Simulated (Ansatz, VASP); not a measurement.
One calculation of TaN, two programs

The input INCAR:

```
PREC = Accurate
ENCUT = 600
EDIFF = 1E-6
ISMEAR = -1
SIGMA = 0.05
LREAL = F
LASPH = T
NELM = 80
ALGO = Normal
ISIF = 3
LWAVE = F
LCHARG = F
GGA = RE
IVDW = 13
IBRION = 2
NSW = 80
EDIFFG = -0.01
```

Contents of KPOINTS:

```
Automatic mesh
0
Gamma
  10 10 10
```

The input POSCAR:

```
TaN
1.0
    0.0000000000      2.2113230000      2.2113230000
    2.2113230000      0.0000000000      2.2113230000
    2.2113230000      2.2113230000      0.0000000000
Ta N
1 1
Direct
    0.5000000000      0.5000000000      0.5000000000
    0.0000000000      0.0000000000      0.0000000000
```

input.yaml

```yaml
crystal:
  lattice:
    - [0.0, 2.211323, 2.211323]
    - [2.211323, 0.0, 2.211323]
    - [2.211323, 2.211323, 0.0]
  atoms:
    - { symbol: Ta, position: [0.5, 0.5, 0.5] }
    - { symbol: "N", position: [0.0, 0.0, 0.0] }
kpoints:
  mp_grid: { grid: [10, 10, 10] }
scf:
  occupations: { method: fermi_dirac, width: 0.05 }
hamiltonian:
  xc: revpbe
  dispersion: d4
  pseudopotentials: { kind: all_electron, lapw: { basis_error: 0.001 } }
output:
  forces: true
  stress: true
relax:
  f_tol: 0.01
  max_steps: 60
  cell: {}
```

The cell comes from a database or a generator and needn't be the stable form of this composition.

Alike in both runs: task relaxation of cell and atoms; functional revPBE; dispersion D4; k mesh 10 × 10 × 10; occupations fermi-dirac, width 0.05 eV; no spin polarisation.

|  | VASP | Ansatz |
| --- | --- | --- |
| version | VASP 6.6.1 | Ansatz 0.2.0 |
| potentials or method | VASP PAW PBE potentials, release 64 (Ta_pv, N) | all-electron LAPW, scalar-relativistic |
| plane-wave cutoff (eV) | 600 | see its input |

|  | VASP | Ansatz | Ansatz less VASP |
| --- | --- | --- | --- |
| relaxed volume (Å³/atom) | 10.57 | 10.55 | -0.022 |
| relaxed cell length with the largest relative difference (Å) | 3.104 | 3.102 | -0.0021 |
| energy change over the relaxation (meV/atom) | -6 | -7 | -0.9 |

Ansatz ran all-electron here, so the differences hold the error of VASP's frozen core and of both bases.

Caveats: the PAW data sets were made with another functional, which shifts forces and pressure a little (VASP); pairwise dispersion overbinds metals, which lowers pressure and volume (VASP). The runs have no spin-orbit coupling, so splittings on Ta are missing.
